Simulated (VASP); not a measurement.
ZnS: single point with PBE

**The experiment to reproduce.**

From “Electronic, vibrational, and thermodynamic properties of ZnS (zincblende and rocksalt structure)”, 2009, arxiv:0911.5022, for a bulk crystal of ZnS at 19 K: band gap 3.85 eV (direct).

The system is ZnS.

```xyz
2
Lattice="0.0000 2.7020 2.7020 2.7020 0.0000 2.7020 2.7020 2.7020 0.0000" Properties=species:S:1:pos:R:3 pbc="T T T"
Zn    4.0530    4.0530    4.0530
S     0.0000    0.0000    0.0000
```

| Property | Result |
| --- | --- |
| Program | VASP 6.6.1 |
| Task | single point |
| Functional | PBE |
| Potentials or basis | VASP PAW PBE potentials, release 64 (Zn, S) |
| Cutoff | 520 eV |
| k mesh | 9 × 9 × 9 |
| Occupations | gaussian, width 0.026 eV |
| Spin | no spin polarisation |
| Further INCAR settings | ALGO = Normal; EDIFF = 1e-06; NBANDS = 16 |

```yaml
Pressure: 1.8 GPa
Band_gap_on_the_k_mesh: 2.11 eV, direct
```

Levels at points of the mesh, in eV from the valence-band top:
| k point | band 5 | band 6 | band 7 | band 8 | band 9 | band 10 | band 11 | band 12 | band 13 | band 14 |
| --- | --- | --- | --- | --- | --- | --- | --- | --- | --- | --- |
| (0.00, 0.00, 0.00) | -5.84 | -5.84 | 0.00 | 0.00 | 0.00 | 2.11 | 6.40 | 6.40 | 6.40 | 11.76 |

Run time: 8.3 s on 1 thread of Intel(R) Xeon(R) 6975P-C (Granite Rapids), with other jobs on the host, peak memory 0.16 GiB.

A measured gap of ZnS is 3.85 eV (direct; 19 K; quoted in “Electronic, vibrational, and thermodynamic properties of ZnS (zincblende and rocksalt structure)”, 2009, arxiv:0911.5022); the calculated 2.11 eV misses it by -1.74 eV. The value is that of PBE, without temperature or zero-point motion. Semilocal functionals fall short of measured gaps as a rule.
